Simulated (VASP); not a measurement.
An input for Quantum ESPRESSO's pw.x (written as the equivalent of a VASP run, and not itself run):

```
&CONTROL
  calculation = 'vc-relax'
  pseudo_dir = './pseudo'
  outdir = './out'
  tprnfor = .true.
  tstress = .true.
  nstep = 40
  forc_conv_thr = 0.00039
/
&SYSTEM
  ibrav = 0
  nat = 2
  ntyp = 2
  ecutwfc = 74
  occupations = 'smearing'
  smearing = 'gaussian'
  degauss = 0.003675
  input_dft = 'pbe'
/
&ELECTRONS
  conv_thr = 7.3e-09
  electron_maxstep = 100
/
&IONS
/
&CELL
  press = 10
/
ATOMIC_SPECIES
  Li 6.940 Li.upf
  I 126.904 I.upf
CELL_PARAMETERS angstrom
     0.0000000    3.0100000    3.0100000
     3.0100000    0.0000000    3.0100000
     3.0100000    3.0100000    0.0000000
ATOMIC_POSITIONS crystal
  Li   0.0000000  0.0000000  0.0000000
  I    0.5000000  0.5000000  0.5000000
K_POINTS automatic
  8 8 8 0 0 0
```

Question: Write the VASP files for the same calculation (PBE).

Answer: This is not unique; one that fits is 
**INCAR**
```
ALGO=Normal
EDIFF=1E-7
EDIFFG=-0.01
ENCUT=600
GGA=PE
IBRION=2
ISIF=3
ISMEAR=0
LASPH=T
LCHARG=F
LMAXMIX=4
LREAL=F
LWAVE=F
NELM=100
NSW=40
PREC=Accurate
PSTRESS=10
SIGMA=0.05
SYSTEM=LiI
```

File KPOINTS:
```
K-points
0
G
8 8 8
```

POSCAR:
```
LiI
1.0
  0.0000000000   3.0100000000   3.0100000000
  3.0100000000   0.0000000000   3.0100000000
  3.0100000000   3.0100000000   0.0000000000
Li I
1 1
direct
  0.0000000000   0.0000000000   0.0000000000
  0.5000000000   0.5000000000   0.5000000000
```

POTCAR, in this order: Li_sv I (PBE.64 set). Program: vasp_std.

The two are equivalent in intent, not identical: the potentials are each code's own (VASP's PAW set, PseudoDojo norm-conserving files in pw.x), so ENCUT and ecutwfc are chosen apart and not converted; conv_thr bounds pw.x's estimated SCF error, while EDIFF bounds the energy change between steps; forc_conv_thr acts on force components and is met together with etot_conv_thr.

The compound is LiI in the rock salt structure. This run relaxes it under an external pressure of 1 GPa. Symmetry was kept, so distortions that lower it aren't found.
